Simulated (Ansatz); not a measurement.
A distorted cell of InN (zinc blende):

```yaml
crystal:
  lattice:
    - [0.00000, 2.50207, 2.50207]
    - [2.50207, 0.00000, 2.50207]
    - [2.50207, 2.50207, 0.00000]
  atoms:
    - { symbol: N, position: [0.75000, 0.75000, 0.75000] }
    - { symbol: In, position: [0.00000, 0.00000, 0.00000] }
```

Calculation: PBE (plane waves to 420 eV, PAW, scalar-relativistic; Ansatz, a program for electronic structure). k mesh 11×11×11 (Γ-centred), Fermi-Dirac smearing 0.05 eV. Energies are smeared free energies. Compression counts positive. With partly filled bands, the response to shear is sensitive to the k mesh, so small differences along c/a are uncertain. At this level the bands of InN touch or barely overlap; measurements give the solid a gap. InN was relaxed with its symmetry unable to fall. The PAW data are Ansatz's earlier set.

**Question.** Give the stress tensor in GPa and the pressure.

**Answer.** 
```
    3.5      0.0      0.0
    0.0      3.5      0.0
    0.0      0.0      3.5
```
The pressure, a third of the trace, is 3.5 GPa.

**Question.** It is the relaxed cell deformed to V/V₀ = 0.973, (c/a)/(c/a)₀ = 1.000, c along z, fractional positions held. What is its energy relative to the relaxed cell?

**Answer.** 5 meV/atom.

(Under strain, the slope of the energy per volume gives the stress and its curvature an elastic modulus.)
